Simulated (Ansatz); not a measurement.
Runs of Ansatz 0.2.0 on Si2Mo. Symmetry: I4/mmm, No. 139, tetragonal system. The conventional cell has a = 3.200 Å, b = 3.200 Å, c = 7.861 Å, α = 90.00°, β = 90.00°, γ = 90.00°. Around Mo (site symmetry 4/mmm) lie 10 Si at 2.62 Å. Si (site symmetry 4mm) is surrounded by 5 Si at 2.61 to 2.63 Å and 5 Mo at 2.62 Å. 

| level | pressure (GPa) | relaxed volume (Å³/atom) |
| --- | --- | --- |
| PBE+D3(BJ) | 0.0 | 13.13 |
| PBE+D4 | 0.0 | (a) |
| PBEsol+D3(BJ) | 0.0 | (b) |
| PBEsol+D4 | 0.0 | 13.05 |
| RPBE+D3(BJ) | 0.0 | 11.65 |
| RPBE+D4 | 0.0 | 12.97 |

Alike in all rows: task relaxation of cell and atoms; potentials or basis Ansatz PAW; no spin polarisation; cell relaxed; k mesh 12 × 12 × 12; cutoff (eV) 420; smearing fermi-dirac 0.05 eV.

Fill in the values left out.

(a) 13.19; (b) 12.88.

Caveats: the plane-wave basis is chosen anew once the cell has moved, so the energies of steps on either side of that aren't comparable; the PAW data sets come from PBE, with cores solved anew for the run's functional, which leaves a small shift of forces and pressure (some runs); pairwise dispersion overbinds metals, which lowers pressure and volume (some runs); the volume moved by -13 % from the deposited cell, more than functionals usually miss (some runs).
